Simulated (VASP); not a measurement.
# Pt (Fm-3m) in VASP: further runs, part 2 of 2

VASP 6.6.1.

## Step 3: Electrostatic potential, PBEsol+D4

This run uses another cell than the first one, of 14.79 Å³/atom, 0.982 times its volume.

Input file INCAR:

```
SYSTEM = Pt
  PREC = Accurate
  ENCUT = 520
  EDIFF = 1E-6
  ISMEAR = 1
  SIGMA = 0.1
  LREAL = .FALSE.
  LASPH = .TRUE.
  NELM = 80
  ALGO = Normal
  ISIF = 2
  LWAVE = .FALSE.
  LCHARG = .TRUE.
  GGA = PS
  IVDW = 13
  LVHAR = .TRUE.
```

Input file KPOINTS:

```
Automatic mesh
0
G
  18 18 18
  0 0 0
```

Input file POSCAR:

```
Pt                                      
1.0
   -0.0000000000      1.9484509276      1.9484509276
    1.9484509276      0.0000000000      1.9484509276
    1.9484509276      1.9484509276      0.0000000000
  Pt            
     1
Direct
     1.0000000000000000    0.0000000000000000    0.0000000000000000
```

Potentials or basis: VASP PAW PBE potentials, release 64 (Pt).

Launch:

```
$ cat potpaw_PBE.64/Pt/POTCAR > POTCAR
$ mpirun -np 1 vasp_std > vasp.out
```

OUTCAR:

```text
SYSTEM = Pt
   PREC = Accurate
   ENCUT = 520
   EDIFF = 1E-6
   ISMEAR = 1
   LREAL = .FALSE.
   LASPH = .TRUE.
   NELM = 80
   ISIF = 2
   GGA = PS
   IVDW = 13

 ion  position               nearest neighbor table
   1  0.000  0.000  0.000-

  LATTYP: Found a face centered cubic cell.
 ALAT       =     3.8969018552

  Lattice vectors:

 A1 = (   0.0000000000,   1.9484509276,   1.9484509276)
 A2 = (   1.9484509276,   0.0000000000,   1.9484509276)
 A3 = (   1.9484509276,   1.9484509276,   0.0000000000)

Analysis of symmetry for initial positions (statically):
=====================================================================
 Subroutine PRICEL returns:
 Original cell was already a primitive cell.

 Routine SETGRP: Setting up the symmetry group for a
 face centered cubic supercell.

 Subroutine GETGRP returns: Found 48 space group operations
 (whereof 48 operations were pure point group operations)
 out of a pool of 48 trial point group operations.

The static configuration has the point symmetry O_h .

Analysis of symmetry for dynamics (positions and initial velocities):
=====================================================================
 Subroutine PRICEL returns:
 Original cell was already a primitive cell.

 Routine SETGRP: Setting up the symmetry group for a
 face centered cubic supercell.

 Subroutine GETGRP returns: Found 48 space group operations
 (whereof 48 operations were pure point group operations)
 out of a pool of 48 trial point group operations.

The dynamic configuration has the point symmetry O_h .

 Subroutine INISYM returns: Found 48 space group operations
 (whereof 48 operations are pure point group operations),
 and found     1 'primitive' translations

----------------------------------------------------------------------------------------

                                     Primitive cell

  volume of cell :      14.7944

  direct lattice vectors                    reciprocal lattice vectors
     0.000000000  1.948450928  1.948450928    -0.256614110  0.256614110  0.256614110
     1.948450928  0.000000000  1.948450928     0.256614110 -0.256614110  0.256614110
     1.948450928  1.948450928  0.000000000     0.256614110  0.256614110 -0.256614110
[... 111 lines left out ...]
   LEPSILON=     F    determine dielectric tensor
   LRPA    =     F    only Hartree local field effects (RPA)
 non-spin polarized calculation
 Methfessel and Paxton  Order N= 1 SIGMA  =   0.10
  energy-cutoff  :      520.00
  volume of cell :       14.79
 maximum number of plane-waves:       411
   NGX = 11   NGY = 11   NGZ = 11

 number of electron      10.0000000 magnetization

 Free energy of the ion-electron system (eV)
  ---------------------------------------------------
  ext. energy  EPLUGINS =         0.00000000
  ---------------------------------------------------
  free energy    TOTEN  =        -6.95712595 eV

  energy without entropy =       -6.95645507  energy(sigma->0) =       -6.95690232

 E-fermi :  11.4729     XC(G=0): -13.7423

 val. band max:       11.4723594837   @ k =  -0.3333   0.3889   0.1111
 cond. band min:      11.4734555963   @ k =   0.3889   0.2222   0.0000
 fundamental gap:      0.0010961125
 Fermi energy:        11.4729097611

 k-point     1 :       0.0000    0.0000    0.0000
  band No.  band energies     occupation
      1       0.9551      2.00000
      2       7.5424      2.00000
      3       7.5424      2.00000
      4       7.5424      2.00000
      5       9.7906      2.00000
      6       9.7906      2.00000
      7      26.0385      0.00000
      8      31.1053      0.00000
      9      31.1053      0.00000
[... 265 lines left out ...]
 k-point    24 :      -0.2222    0.0556    0.0000
  band No.  band energies     occupation
      1       3.0371      2.00000
      2       7.0248      2.00000
      3       7.9480      2.00000
      4       8.0189      2.00000
      5       9.5800      2.00000
      6      10.2871      2.00000
      7      25.2150      0.00000
      8      28.0442      0.00000
      9      32.6990      0.00000

 [... further k-points ...]

------------------------ aborting loop because EDIFF is reached ----------------------------------------

  DFT-D4 for vdW energy calculation

  Edisp (eV):   -0.45869

  FORCE on cell =-STRESS in cart. coord.  units (eV):
  Direction    XX          YY          ZZ          XY          YZ          ZX
  --------------------------------------------------------------------------------------
  -------------------------------------------------------------------------------------
  Total      -0.00966    -0.00966    -0.00966    -0.00000     0.00000     0.00000
  in kB      -1.04577    -1.04577    -1.04577    -0.00000     0.00000     0.00000
  external pressure =       -1.05 kB  Pullay stress =        0.00 kB

 VOLUME and BASIS-vectors are now :
 -----------------------------------------------------------------------------
  energy-cutoff  :      520.00
  volume of cell :       14.79
      direct lattice vectors                 reciprocal lattice vectors
     0.000000000  1.948450928  1.948450928    -0.256614110  0.256614110  0.256614110
     1.948450928  0.000000000  1.948450928     0.256614110 -0.256614110  0.256614110
     1.948450928  1.948450928  0.000000000     0.256614110  0.256614110 -0.256614110

 POSITION                                       TOTAL-FORCE (eV/Angst)
 -----------------------------------------------------------------------------------
      0.00000      0.00000      0.00000         0.000000      0.000000      0.000000
 -----------------------------------------------------------------------------------
    total drift:                               -0.000000     -0.000000     -0.000000

  FREE ENERGIE OF THE ION-ELECTRON SYSTEM (eV)
  ---------------------------------------------------
  free  energy   TOTEN  =        -7.4158181550 eV

  energy  without entropy=       -7.4151472800  energy(sigma->0) =       -7.41559453
```

stdout:

```text
POSCAR found type information on POSCAR Pt
 POSCAR found :  1 types and       1 ions
 scaLAPACK will be used
 -----------------------------------------------------------------------------
|                                                                             |
|                                                                             |
|     You enforced a specific xc type in the INCAR file but a different       |
|     I HOPE YOU KNOW WHAT YOU ARE DOING!                                     |
|                                                                             |
 -----------------------------------------------------------------------------

 LDA part: xc-table for (Slater+PW92), standard interpolation
 POSCAR, INCAR and KPOINTS ok, starting setup
 FFT: planning ... GRIDC
 FFT: planning ... GRID_SOFT
 FFT: planning ... GRID
 WAVECAR not read
 entering main loop
```

Run time: 14 s. Hardware: 1 thread of AMD EPYC 7R13 (Zen 3), shared host; peak memory 0.11 GiB.

Results:

```yaml
Free_energy: -7.4158 eV
Pressure: -0.1 GPa
Band_gap_on_the_k_mesh: none (metal or under the smearing width)
Dispersion_energy_per_atom: -0.459 eV
```

Levels at points of the mesh, in eV from the Fermi level:
```tsv
k point	band 2	band 3	band 4	band 5	band 6	band 7	band 8	band 9
(0.00, 0.00, 0.00)	-3.93	-3.93	-3.93	-1.68	-1.68	14.57	19.63	19.63
(0.50, 0.00, 0.00)	-3.99	-3.99	-0.63	0.04	0.04	5.95	14.13	19.07
(0.50, 0.50, 0.00)	-6.86	0.02	0.51	0.51	1.67	9.04	11.39	11.39
```

Caveat: the PAW data sets were made with another functional, which shifts forces and pressure a little; pairwise dispersion overbinds metals, which lowers pressure and volume.
